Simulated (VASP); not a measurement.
Input of a VASP 6.6.1 run:

Contents of INCAR:

```
ALGO = Fast ; EDIFF = 1E-7
EDIFFG = -0.01 ; ENCUT = 600
GGA = PS ; IBRION = 2
ISIF = 2 ; ISMEAR = 0
LASPH = T ; LCHARG = F
LREAL = F ; LWAVE = F
NELM = 80 ; NSW = 40
PREC = Accurate ; SIGMA = 0.03
```

Contents of KPOINTS:

```
k-points
0
Gamma
  8 8 8
```

File POSCAR:

```
InP                                     
1.0
    0.0000000000      2.9969793896      2.9969793896
    2.9969793896      0.0000000000      2.9969793896
    2.9969793896      2.9969793896      0.0000000000
  In              P             
     1     1
Direct
     0.0000000000000000    0.0000000000000000    0.0000000000000000
     0.2500000000000000    0.2500000000000000    0.2500000000000000
```

Potentials or basis: VASP PAW PBE potentials, release 64 (In_d, P).

The run is started by

```console
$ cat potpaw_PBE.64/In_d/POTCAR potpaw_PBE.64/P/POTCAR > POTCAR
$ mpirun -np 1 vasp_std > vasp.out
```

Estimate the band gap on the k mesh.

0.25 eV, direct.

Final structure:
```xyz
2
Lattice="0.0000 2.9970 2.9970 2.9970 0.0000 2.9970 2.9970 2.9970 0.0000" Properties=species:S:1:pos:R:3 pbc="T T T"
In    0.0000    0.0000    0.0000
P     1.4985    1.4985    1.4985
```

Caveat: the relaxation stopped at its first step, so nothing moved; spin-orbit coupling is left out, which moves the levels of the heavy elements.
